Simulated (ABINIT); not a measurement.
AlN:

```
Al N
1.0
     3.11300    0.00000    0.00000
    -1.55650    2.69594    0.00000
     0.00000    0.00000    4.98100
Al N
2 2
Direct
  0.66667 0.33333 0.50000
  0.33333 0.66667 0.00000
  0.66667 0.33333 0.88000
  0.33333 0.66667 0.38000
```

Base run:

```yaml
Program: ABINIT 10.8.3 (patched build)
Functional: AM05
Potentials_or_basis: JTH PAW PBE v2.0
Cutoff: 844 eV
k_mesh: 10 × 10 × 6
Occupations: fermi-dirac, width 0.05 eV
Spin: no spin polarisation
```

Its results: band gap on the k mesh 4.18 eV, direct; pressure 1.5 GPa; largest force 0.137 eV/Å.

After a change of settings the same cell gave: band gap on the k mesh 4.25 eV, direct; pressure 7.3 GPa; largest force 0.140 eV/Å. Which change was it?
A. functional from AM05 to r2SCAN
B. functional from AM05 to SCAN
C. functional from AM05 to PW91
D. functional from AM05 to RPBE

D.

RPBE binds less tightly than AM05, so the same cell stands under more pressure.

Caveats: the PAW data sets were made with another functional, which shifts forces and pressure a little.

Runs at the PBE level aren't shown here.
